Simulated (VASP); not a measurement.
# H (I4/mmm) in VASP: notebook, part 2 of 2

VASP 6.6.1. The steps go on from the part before.

### Step 4. Single point, PBE

INCAR

```
SYSTEM = H
  PREC = Normal
  ENCUT = 450
  EDIFF = 1E-6
  ISMEAR = 0
  SIGMA = 0.05
  LREAL = .FALSE.
  LASPH = .TRUE.
  NELM = 100
  ALGO = Normal
  ISIF = 2
  LWAVE = .FALSE.
  LCHARG = .FALSE.
  GGA = PE
  ADDGRID = .FALSE.
```

KPOINTS

```
Automatic mesh
0
G
  5 5 5
  0 0 0
```

POSCAR

```
H
1.0
   -1.6915344700      1.6915344700      2.0584739900
    1.6915344700     -1.6915344700      2.0584739900
    1.6915344700      1.6915344700     -2.0584739900
H
2
Direct
    0.0901377100      0.0901377100      0.0000000000
    0.9098622900      0.9098622900      0.0000000000
```

Potentials or basis: VASP PAW PBE potentials, release 64 (H).

Run with:

```console
$ cat potpaw_PBE.64/H/POTCAR > POTCAR
$ mpirun -np 1 vasp_std > vasp.out
```

OUTCAR:

```text
SYSTEM = H
   PREC = Normal
   ENCUT = 450
   EDIFF = 1E-6
   ISMEAR = 0
   LREAL = .FALSE.
   LASPH = .TRUE.
   NELM = 100
   ISIF = 2
   GGA = PE

 Found     18 irreducible k-points:

 Following reciprocal coordinates:
            Coordinates               Weight
  0.000000  0.000000  0.000000      1.000000
  0.200000 -0.000000  0.000000      8.000000
  0.400000 -0.000000  0.000000      8.000000
  0.200000  0.200000  0.000000      8.000000
  0.400000  0.200000  0.000000     16.000000
 -0.400000  0.200000 -0.000000     16.000000
   k-points           NKPTS =     18   k-points in BZ     NKDIM =     18   number of bands    NBANDS=      5
   number of dos      NEDOS =    301   number of ions     NIONS =      2
   total plane-waves  NPLWV =   4096
   dimension x,y,z NGX =    16 NGY =   16 NGZ =   16
   dimension x,y,z NGXF=    32 NGYF=   32 NGZF=   32
   ions per type =               2
   NGX,Y,Z   is equivalent  to a cutoff of   8.43,  8.43,  8.43 a.u.
   NGXF,Y,Z  is equivalent  to a cutoff of  16.86, 16.86, 16.86 a.u.
 SYSTEM =  H
   PREC   = normal    normal or accurate (medium, high low for compatibility)
   ISTART =      0    job   : 0-new  1-cont  2-samecut
   ICHARG =      2    charge: 1-file 2-atom 10-const
   ISPIN  =      1    spin polarized calculation?
   LNONCOLLINEAR =      F non collinear calculations
   LSORBIT =      F    spin-orbit coupling
   LASPH  =      T    aspherical Exc in radial PAW
   ENCUT  =  450.0 eV  33.07 Ry    5.75 a.u.   5.46  5.46  5.46*2*pi/ulx,y,z
   NELM   =    100;   NELMIN=  2; NELMDL= -5     # of ELM steps
   EDIFF  = 0.1E-05   stopping-criterion for ELM
   LREAL  =      F    real-space projection
   EDIFFG = 0.1E-04   stopping-criterion for IOM
   NSW    =      0    number of steps for IOM
   IBRION =     -1    ionic relax: 0-MD 1-quasi-New 2-CG
   NFREE  =      0    steps in history (QN), initial steepest desc. (CG)
   ISIF   =      2    stress and relaxation
   ISYM   =      2    0-nonsym 1-usesym 2-fastsym
   POTIM  = 0.5000    time-step for ionic-motion
   TEBEG  =    0.0;   TEEND  =   0.0 temperature during run
   PSTRESS=    0.0 pullay stress
   NELECT =       2.0000    total number of electrons
   NUPDOWN=      -1.0000    fix difference up-down
   EMIN   =  10.00;   EMAX   =-10.00  energy-range for DOS
   EFERMI =   0.00;   METHOD = LEGACY
   ISMEAR =     0;   SIGMA  =   0.05  broadening in eV -4-tet -1-fermi 0-gaus
   EFERMI_NEDOS =   21; number of points for ismear=-14 and -15
   IALGO  =     38    algorithm
   IMIX   =      4    mixing-type and parameters
     AMIX     =   0.40;   BMIX     =  1.00
     AMIX_MAG =   1.60;   BMIX_MAG =  1.00
  volume/ion in A,a.u.               =      11.78        79.49
  Fermi-wavevector in a.u.,A,eV,Ry     =   0.719497  1.359653  7.043413  0.517676
  Thomas-Fermi vector in A             =   1.808708
   LORBIT       =      0    0 simple, 1 ext, 2 COOP (PROOUT), +10 PAW based schemes
   GGA     = PE    functional components
   LHFCALC =     F    Hartree Fock is set to
   AEXX    =    0.0000 exact exchange contribution
   IVDW    =     0    specifies the selected vdW correction
   LEPSILON=     F    determine dielectric tensor
   LRPA    =     F    only Hartree local field effects (RPA)
 non-spin polarized calculation
 Gauss-broadening in eV      SIGMA  =   0.05
  energy-cutoff  :      450.00
  volume of cell :       23.56
 maximum number of plane-waves:       522
   NGX = 11   NGY = 11   NGZ = 11

 number of electron       2.0000004 magnetization

 Free energy of the ion-electron system (eV)
  ---------------------------------------------------
  ext. energy  EPLUGINS =         0.00000000
  ---------------------------------------------------
  free energy    TOTEN  =        -6.77652374 eV

  energy without entropy =       -6.77652374  energy(sigma->0) =       -6.77652374

 E-fermi :  -8.0120     XC(G=0):  -5.3456

 val. band max:       -8.2791143636   @ k =  -0.4000   0.4000   0.4000
 cond. band min:       1.1951419192   @ k =   0.4000  -0.0000   0.0000
 fundamental gap:      9.4742562828
 Fermi energy:        -8.0119603618

 k-point     1 :       0.0000    0.0000    0.0000
  band No.  band energies     occupation
      1     -10.5217      2.00000
      2       5.4476      0.00000
      3       8.9358      0.00000
      4      15.3799      0.00000
      5      15.3800      0.00000

 k-point     2 :       0.2000   -0.0000    0.0000
  band No.  band energies     occupation
      1     -10.0636      2.00000
      2       3.6384      0.00000
      3       9.4625      0.00000
      4      12.2894      0.00000
      5      13.5464      0.00000
[... 25 lines left out ...]
 k-point     6 :      -0.4000    0.2000   -0.0000
  band No.  band energies     occupation
      1      -9.2550      2.00000
      2       2.5817      0.00000
      3       6.6025      0.00000
      4      10.0636      0.00000
      5      11.7018      0.00000

 [... further k-points ...]

------------------------ aborting loop because EDIFF is reached ----------------------------------------

  FORCE on cell =-STRESS in cart. coord.  units (eV):
  Direction    XX          YY          ZZ          XY          YZ          ZX
  --------------------------------------------------------------------------------------
  -------------------------------------------------------------------------------------
  Total       -0.0126264     -0.0126264      0.1777906      0.0000000     -0.0000000      0.0000000
  in kB       -0.8586625     -0.8586625     12.0907253      0.0000000     -0.0000000      0.0000000
  external PRESSURE =       3.4578001 kB  Pullay stress =       0.0000000 kB

 VOLUME and BASIS-vectors are now :
 -----------------------------------------------------------------------------
  energy-cutoff  :      450.00
  volume of cell :       23.56
      direct lattice vectors                 reciprocal lattice vectors
    -1.691534470  1.691534470  2.058473990     0.000000000  0.295589602  0.242898381
     1.691534470 -1.691534470  2.058473990     0.295589602  0.000000000  0.242898381
     1.691534470  1.691534470 -2.058473990     0.295589602  0.295589602  0.000000000

 POSITION                                       TOTAL-FORCE (eV/Angst)
 -----------------------------------------------------------------------------------
      0.00000      0.00000      0.37109        -0.000000     -0.000000      0.275078
      0.00000      0.00000      3.74586         0.000000      0.000000     -0.275078
 -----------------------------------------------------------------------------------
    total drift:                                0.000000     -0.000000      0.000000

  FREE ENERGIE OF THE ION-ELECTRON SYSTEM (eV)
  ---------------------------------------------------
  free  energy   TOTEN  =        -6.7765237394 eV

  energy  without entropy=       -6.7765237394  energy(sigma->0) =       -6.77652374
```

It took 1.3 s on 1 thread of Intel Xeon Platinum 8488C (Sapphire Rapids), shared host; peak memory 0.1 GiB.

The run converged, but some of its settings lie outside the range that counts as converged, so its numbers aren't taken as properties of the crystal.

Results:

```yaml
Free_energy: -6.7765 eV
Pressure: 0.3 GPa
Largest_force: 0.275 eV/Å
Band_gap_on_the_k_mesh: 9.47 eV, indirect (least direct gap 10.15 eV)
```

Caveat: the k mesh is coarse (spacing up to 0.53 Å⁻¹), so the values aren't converged; an odd mesh through Γ misses points on the zone boundary, where band edges often lie.

### Step 5. Single point, PBE

INCAR is that of step 4.

KPOINTS is that of step 4.

POSCAR

```
H
1.0
   -1.6915344700      1.6915344700      2.0584739900
    1.6915344700     -1.6915344700      2.0584739900
    1.6915344700      1.6915344700     -2.0584739900
H
2
Direct
    0.0961830000      0.0949540000      0.0224580000
    0.9170920000      0.8909110000      0.0100700000
```

Run with:

```console
$ cat potpaw_PBE.64/H/POTCAR > POTCAR
$ mpirun -np 1 vasp_std > vasp.out
```

Wall time 1.8 s (1 thread of Intel Xeon Platinum 8488C (Sapphire Rapids), shared host); peak memory 0.1 GiB.

The run converged, but some of its settings lie outside the range that counts as converged, so its numbers aren't taken as properties of the crystal.

Results:

```yaml
Free_energy: -6.7732 eV
Pressure: -1.0 GPa
Largest_force: 0.523 eV/Å
Band_gap_on_the_k_mesh: 9.07 eV, indirect (least direct gap 9.76 eV)
```

Caveat: the k mesh is coarse (spacing up to 0.53 Å⁻¹), so the values aren't converged; an odd mesh through Γ misses points on the zone boundary, where band edges often lie.

### Step 6. Single point, PBE

INCAR: that of step 5 with these lines changed.

```diff
@@ -1,3 +1,3 @@
 SYSTEM = H
-  PREC = Normal
+  PREC = Accurate
   ENCUT = 450
@@ -6,3 +6,3 @@
   SIGMA = 0.05
-  LREAL = .FALSE.
+  LREAL = Auto
   LASPH = .TRUE.
```

KPOINTS is that of step 5.

POSCAR

```
H
1.0
   -1.6915344700      1.6915344700      2.0584739900
    1.6915344700     -1.6915344700      2.0584739900
    1.6915344700      1.6915344700     -2.0584739900
H
2
Direct
    0.0901377100      0.0901377100      0.0000000000
    0.9098622900      0.9098622900      0.0000000000
```

Potentials or basis: VASP PAW PBE potentials, release 64 (H).

Run with:

```console
$ cat potpaw_PBE.64/H/POTCAR > POTCAR
$ mpirun -np 1 vasp_std > vasp.out
```

Run time: 2.3 s. Hardware: 1 thread of Intel Xeon Platinum 8488C (Sapphire Rapids), shared host; peak memory 0.12 GiB.

These settings aren't checked as converged: the numbers below hold their error.

Results:

| Quantity | Value |
| --- | --- |
| Free energy | -6.7765 eV |
| Pressure | 0.3 GPa |
| Largest force | 0.274 eV/Å |
| Band gap on the k mesh | 9.47 eV, indirect (least direct gap 10.15 eV) |

Caveat: the k mesh is coarse (spacing up to 0.53 Å⁻¹), so the values aren't converged; an odd mesh through Γ misses points on the zone boundary, where band edges often lie.

### Step 7. The reference run

An earlier run on the cell as given: functional PBE; potentials or basis VASP PAW PBE potentials, release 64 (H); cutoff 520 eV; k mesh 11 × 11 × 11; occupations fermi-dirac, width 0.05 eV; no spin polarisation.

* Pressure: 0.6 GPa
* Largest force: 0.264 eV/Å
* Band gap on the k mesh: 9.05 eV, indirect (least direct gap 9.84 eV)
